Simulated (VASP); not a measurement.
# Si2Ge (Imma) in VASP: relaxation of cell and atoms with PBE

Aim: the relaxation of cell and atoms of Si2Ge with PBE.

Program: VASP 6.6.1. These are calculated values, not measurements. Logs are shortened: lines on timing, memory, paths and dates and some standing lists are left out, and cuts for length are marked.

## 1. The structure

It takes space group Imma (No. 74, orthorhombic). The conventional cell has a = 3.930 Å, b = 11.780 Å, c = 5.538 Å, α = 90.00°, β = 90.00°, γ = 90.00°. Around Si (site symmetry m) lie 3 Si at 2.37 to 2.38 Å and 1 Ge at 2.42 Å. Ge (site symmetry mm2) is surrounded by 2 Si at 2.42 Å and 2 Ge at 2.45 Å.

The cell was built by a generator and needn't be a form met in nature.

## 2. Relaxation of cell and atoms, PBE

Contents of INCAR:

```
ALGO     = Normal         # electronic algorithm
EDIFF    = 1E-6           # SCF threshold, eV
EDIFFG   = -0.01          # ionic threshold
ENCUT    = 520            # plane-wave cutoff, eV
GGA      = PE             # functional
IBRION   = 2              # ionic algorithm
ISIF     = 3              # what is computed and relaxed
ISMEAR   = 0              # smearing method
KPAR     = 8            
LASPH    = True           # aspherical terms in the spheres
LCHARG   = False          # write CHGCAR
LREAL    = False          # projectors in reciprocal space
LWAVE    = False          # write WAVECAR
NELM     = 120            # most SCF steps
NSW      = 90             # ionic steps
PREC     = Accurate       # precision mode
SIGMA    = 0.1            # smearing width, eV
```

Contents of KPOINTS:

```
k-points
0
Gamma
  10 10 10
```

Contents of POSCAR:

```
Si2Ge
1.0
   -1.9650000000      5.8900000000      2.7690000000
    1.9650000000     -5.8900000000      2.7690000000
    1.9650000000      5.8900000000     -2.7690000000
Si Ge
4 2
Direct
    0.2093179000      0.1289274100      0.0803904900
    0.7906821000      0.8710725900      0.9196095100
    0.5485369200      0.1289274100      0.4196095100
    0.4514630800      0.8710725900      0.5803904900
    0.1326291100      0.8826291100      0.2500000000
    0.8673708900      0.1173708900      0.7500000000
```

Potentials or basis: VASP PAW PBE potentials, release 64 (Si, Ge_d).

Command:

```sh
$ cat potpaw_PBE.64/Si/POTCAR potpaw_PBE.64/Ge_d/POTCAR > POTCAR
$ mpirun -np 8 vasp_std > vasp.out
```

OUTCAR:

```text
EDIFF = 1E-6
   EDIFFG = -0.01
   ENCUT = 520
   GGA = PE
   IBRION = 2
   ISIF = 3
   ISMEAR = 0
   LASPH = True
   LREAL = False
   NELM = 120
   NSW = 90
   PREC = Accurate

 ion  position               nearest neighbor table
   1  0.209  0.129  0.080-   2 2.37   4 2.38   4 2.38   5 2.42
   2  0.791  0.871  0.920-   1 2.37   3 2.38   3 2.38   6 2.42
   3  0.549  0.129  0.420-   4 2.37   2 2.38   2 2.38   5 2.42
   4  0.451  0.871  0.580-   3 2.37   1 2.38   1 2.38   6 2.42
   5  0.133  0.883  0.250-   3 2.42   1 2.42   6 2.45   6 2.45
   6  0.867  0.117  0.750-   4 2.42   2 2.42   5 2.45   5 2.45

  LATTYP: Found a body centered orthorhombic cell.
 ALAT       =     3.9300000000
 B/A-ratio  =     1.4091603053
 C/A-ratio  =     2.9974554707

  Lattice vectors:

 A1 = (   1.9650000000,  -5.8900000000,  -2.7690000000)
 A2 = (  -1.9650000000,  -5.8900000000,   2.7690000000)
 A3 = (  -1.9650000000,   5.8900000000,  -2.7690000000)

Analysis of symmetry for initial positions (statically):
=====================================================================
 Subroutine PRICEL returns:
 Original cell was already a primitive cell.

 Routine SETGRP: Setting up the symmetry group for a
 body centered orthorhombic supercell.

 Subroutine GETGRP returns: Found  8 space group operations
 (whereof  4 operations were pure point group operations)
 out of a pool of  8 trial point group operations.

The static configuration has the point symmetry C_2h.
 The point group associated with its full space group is D_2h.

Analysis of symmetry for dynamics (positions and initial velocities):
=====================================================================
 Subroutine PRICEL returns:
 Original cell was already a primitive cell.

 Routine SETGRP: Setting up the symmetry group for a
 body centered orthorhombic supercell.

 Subroutine GETGRP returns: Found  8 space group operations
 (whereof  4 operations were pure point group operations)
 out of a pool of  8 trial point group operations.

The dynamic configuration has the point symmetry C_2h.
 The point group associated with its full space group is D_2h.

 Subroutine INISYM returns: Found  8 space group operations
 (whereof  4 operations are pure point group operations),
 and found     1 'primitive' translations

----------------------------------------------------------------------------------------

                                     Primitive cell

  volume of cell :     128.1920

  direct lattice vectors                    reciprocal lattice vectors
    -1.965000000  5.890000000  2.769000000     0.000000000  0.084889643  0.180570603
     1.965000000 -5.890000000  2.769000000     0.254452926  0.000000000  0.180570603
     1.965000000  5.890000000 -2.769000000     0.254452926  0.084889643  0.000000000

  length of vectors
     6.798579705  6.798579705  6.798579705     0.199529432  0.312012875  0.268239712

  position of ions in fractional coordinates (direct lattice)
     0.209317900  0.128927410  0.080390490
     0.790682100  0.871072590  0.919609510
     0.548536920  0.128927410  0.419609510
     0.451463080  0.871072590  0.580390490
     0.132629110  0.882629110  0.250000000
     0.867370890  0.117370890  0.750000000

  ion indices of the primitive-cell ions
   primitive index   ion index
                 1           1
                 2           2
                 3           3
                 4           4
                 5           5
                 6           6

----------------------------------------------------------------------------------------

 KPOINTS: k-points

Automatic generation of k-mesh.
 Grid dimensions read from file:
 generate k-points for:   10   10   10

 Generating k-lattice:

  Cartesian coordinates                     Fractional coordinates (reciprocal lattice)
     0.000000000  0.008488964  0.018057060     0.100000000  0.000000000  0.000000000
     0.025445293  0.000000000  0.018057060    -0.000000000  0.100000000  0.000000000
     0.025445293  0.008488964  0.000000000    -0.000000000  0.000000000  0.100000000

  Length of vectors
     0.019952943  0.031201288  0.026823971

  Shift w.r.t. Gamma in fractional coordinates (k-lattice)
     0.000000000  0.000000000  0.000000000

 Subroutine IBZKPT returns following result:
 ===========================================

 Found    171 irreducible k-points:

 Following reciprocal coordinates:
            Coordinates               Weight
  0.000000  0.000000  0.000000      1.000000
  0.100000  0.000000 -0.000000      4.000000
  0.200000  0.000000 -0.000000      4.000000
  0.300000  0.000000 -0.000000      4.000000
  0.400000  0.000000 -0.000000      4.000000
  0.500000  0.000000 -0.000000      2.000000
[... 16 lines left out ...]
 -0.400000  0.200000  0.000000      8.000000
 -0.300000  0.200000  0.000000      8.000000
 [... further k-points ...]
   k-points           NKPTS =    171   k-points in BZ     NKDIM =    171   number of bands    NBANDS=     26
   number of dos      NEDOS =    301   number of ions     NIONS =      6
   total plane-waves  NPLWV = 157464
   dimension x,y,z NGX =    54 NGY =   54 NGZ =   54
   dimension x,y,z NGXF=   108 NGYF=  108 NGZF=  108
   ions per type =               4   2
   NGX,Y,Z   is equivalent  to a cutoff of  13.20, 13.20, 13.20 a.u.
   NGXF,Y,Z  is equivalent  to a cutoff of  26.41, 26.41, 26.41 a.u.
 SYSTEM =  unknown system
   PREC   = accura    normal or accurate (medium, high low for compatibility)
   ISTART =      0    job   : 0-new  1-cont  2-samecut
   ICHARG =      2    charge: 1-file 2-atom 10-const
   ISPIN  =      1    spin polarized calculation?
   LNONCOLLINEAR =      F non collinear calculations
   LSORBIT =      F    spin-orbit coupling
   LASPH  =      T    aspherical Exc in radial PAW
   ENCUT  =  520.0 eV  38.22 Ry    6.18 a.u.  12.64 12.64 12.64*2*pi/ulx,y,z
   NELM   =    120;   NELMIN=  2; NELMDL= -5     # of ELM steps
   EDIFF  = 0.1E-05   stopping-criterion for ELM
   LREAL  =      F    real-space projection
   EDIFFG = -.1E-01   stopping-criterion for IOM
   NSW    =     90    number of steps for IOM
   IBRION =      2    ionic relax: 0-MD 1-quasi-New 2-CG
   NFREE  =      1    steps in history (QN), initial steepest desc. (CG)
   ISIF   =      3    stress and relaxation
   ISYM   =      2    0-nonsym 1-usesym 2-fastsym
   POTIM  = 0.5000    time-step for ionic-motion
   TEBEG  =    0.0;   TEEND  =   0.0 temperature during run
   PSTRESS=    0.0 pullay stress
   NELECT =      44.0000    total number of electrons
   NUPDOWN=      -1.0000    fix difference up-down
   EMIN   =  10.00;   EMAX   =-10.00  energy-range for DOS
   EFERMI =   0.00;   METHOD = LEGACY
   ISMEAR =     0;   SIGMA  =   0.10  broadening in eV -4-tet -1-fermi 0-gaus
   EFERMI_NEDOS =   21; number of points for ismear=-14 and -15
   IALGO  =     38    algorithm
   IMIX   =      4    mixing-type and parameters
     AMIX     =   0.40;   BMIX     =  1.00
     AMIX_MAG =   1.60;   BMIX_MAG =  1.00
  volume/ion in A,a.u.               =      21.37       144.18
  Fermi-wavevector in a.u.,A,eV,Ry     =   1.146231  2.166062 17.875951  1.313845
  Thomas-Fermi vector in A             =   2.282916
   LORBIT       =      0    0 simple, 1 ext, 2 COOP (PROOUT), +10 PAW based schemes
   GGA     = PE    functional components
   LHFCALC =     F    Hartree Fock is set to
   AEXX    =    0.0000 exact exchange contribution
   IVDW    =     0    specifies the selected vdW correction
   LEPSILON=     F    determine dielectric tensor
   LRPA    =     F    only Hartree local field effects (RPA)
 conjugate gradient relaxation of ions
 non-spin polarized calculation
 Gauss-broadening in eV      SIGMA  =   0.10
  energy-cutoff  :      520.00
  volume of cell :      128.19
 maximum number of plane-waves:      3483
 NGX is ok and might be reduce to    54
   NGX = 25   NGY = 25   NGZ = 25

--------------------------------------- Ionic step        1  -------------------------------------------

 number of electron      44.0000003 magnetization

 Free energy of the ion-electron system (eV)
  ---------------------------------------------------
  ext. energy  EPLUGINS =         0.00000000
  ---------------------------------------------------
  free energy    TOTEN  =       -30.65562627 eV

  energy without entropy =      -30.65562581  energy(sigma->0) =      -30.65562604

------------------------ aborting loop because EDIFF is reached ----------------------------------------

  FORCE on cell =-STRESS in cart. coord.  units (eV):
  Direction    XX          YY          ZZ          XY          YZ          ZX
  --------------------------------------------------------------------------------------
  -------------------------------------------------------------------------------------
  Total        0.0676481      0.1213502      0.3491613      0.0000000      0.0000000      0.0000000
  in kB        0.8454836      1.5166671      4.3639114      0.0000000      0.0000000      0.0000000
  external PRESSURE =       2.2420207 kB  Pullay stress =       0.0000000 kB
[... 185 lines left out ...]
  energy  without entropy=      -30.6568489221  energy(sigma->0) =      -30.65684934

--------------------------------------- Ionic step        6  -------------------------------------------

 number of electron      44.0000000 magnetization

 Free energy of the ion-electron system (eV)
  ---------------------------------------------------
  ext. energy  EPLUGINS =         0.00000000
  ---------------------------------------------------
  free energy    TOTEN  =       -30.65687181 eV

  energy without entropy =      -30.65687091  energy(sigma->0) =      -30.65687136

 E-fermi :   5.5598     XC(G=0):  -9.4957

 val. band max:        5.3242468230   @ k =   0.0000   0.0000   0.0000
 cond. band min:       5.8133624391   @ k =  -0.4000   0.4000   0.2000
 fundamental gap:      0.4891156161
 Fermi energy:         5.5598348758

 k-point     1 :       0.0000    0.0000    0.0000
  band No.  band energies     occupation
      1     -19.1625      2.00000
      2     -19.0760      2.00000
      3     -19.0688      2.00000
      4     -19.0392      2.00000
      5     -19.0274      2.00000
      6     -18.9790      2.00000
[... 685 lines left out ...]
     25       8.2630      0.00000
     26       8.6508      0.00000

 [... further k-points ...]
[... 5 lines left out ...]
  --------------------------------------------------------------------------------------
  -------------------------------------------------------------------------------------
  Total       -0.0089326      0.0421836      0.0375745      0.0000000      0.0000000      0.0000000
  in kB       -0.1113436      0.5258149      0.4683629      0.0000000      0.0000000      0.0000000
  external PRESSURE =       0.2942781 kB  Pullay stress =       0.0000000 kB
[... 21 lines left out ...]
  FREE ENERGIE OF THE ION-ELECTRON SYSTEM (eV)
  ---------------------------------------------------
  free  energy   TOTEN  =       -30.6568718073 eV

  energy  without entropy=      -30.6568709114  energy(sigma->0) =      -30.65687136

 reached required accuracy - stopping structural energy minimisation
```

Run time: 7.9 min. Hardware: 8 MPI ranks of Intel Xeon Platinum 8488C (Sapphire Rapids), shared host; peak memory 0.78 GiB.

What came out:

| Property | Result |
| --- | --- |
| Free energy | -30.6569 eV |
| Relaxed volume | 21.42 Å³/atom |
| Relaxed cell | a = 6.803 Å, b = 6.803 Å, c = 6.803 Å, α = 146.45°, β = 60.01°, γ = 131.80° |
| Space group after relaxing (to 0.05 Å) | Imma (No. 74) |
| Energy gained by relaxing | 0.2 meV/atom |
| Ionic steps | 6 |
| Pressure after relaxing | 0.0 GPa |
| Largest force after relaxing | 0.007 eV/Å |
| Band gap on the k mesh | 0.49 eV, indirect (least direct gap 0.96 eV) |

Forces in eV/Å, atoms in the order of the input:
```
Si   0.000 -0.005  0.006
Si   0.000  0.005 -0.006
Si   0.000  0.005  0.006
Si   0.000 -0.005 -0.006
Ge   0.000  0.000 -0.001
Ge   0.000  0.000  0.001
```

Step by step:
| step | energy change (eV) | largest force (eV/Å) | pressure (GPa) | volume (Å³) |
| --- | --- | --- | --- | --- |
| 1 | 0.0000 | 0.0617 | 0.22 | 128.19 |
| 2 | -0.0009 | 0.0241 | -0.12 | 128.75 |
| 3 | -0.0009 | 0.0238 | -0.11 | 128.76 |
| 4 | -0.0012 | 0.0148 | 0.07 | 128.59 |
| 5 | -0.0012 | 0.0170 | -0.03 | 128.60 |
| 6 | -0.0012 | 0.0074 | 0.03 | 128.53 |

Final structure:
```xyz
6
Lattice="-1.9635 5.8913 2.7778 1.9635 -5.8913 2.7778 1.9635 5.8913 -2.7778" Properties=species:S:1:pos:R:3 pbc="T T T"
Si    0.0000    0.9428    0.7159
Si    1.9635    4.9485    2.0619
Si    0.0000    4.9485    0.7159
Si    1.9635    0.9428    2.0619
Ge    1.9635   -2.9457    2.1294
Ge    0.0000    8.8370    0.6485
```

Levels at points of the mesh, in eV from the valence-band top:
| k point | band 19 | band 20 | band 21 | band 22 | band 23 | band 24 | band 25 | band 26 |
| --- | --- | --- | --- | --- | --- | --- | --- | --- |
| (0.00, 0.00, 0.00) | -2.01 | -0.07 | -0.05 | 0.00 | 1.19 | 1.56 | 2.00 | 2.46 |
| (0.50, 0.00, 0.00) | -2.00 | -1.83 | -1.29 | -1.07 | 0.88 | 1.64 | 1.95 | 3.31 |
| (0.00, 0.50, 0.00) | -2.80 | -2.75 | -1.29 | -1.28 | 0.92 | 3.19 | 3.25 | 3.37 |
| (0.50, 0.50, 0.00) | -2.88 | -2.88 | -2.34 | -2.34 | 0.68 | 0.68 | 2.75 | 2.75 |
| (0.50, 0.50, 0.50) | -2.48 | -2.38 | -0.91 | -0.35 | 0.68 | 0.69 | 2.47 | 2.71 |
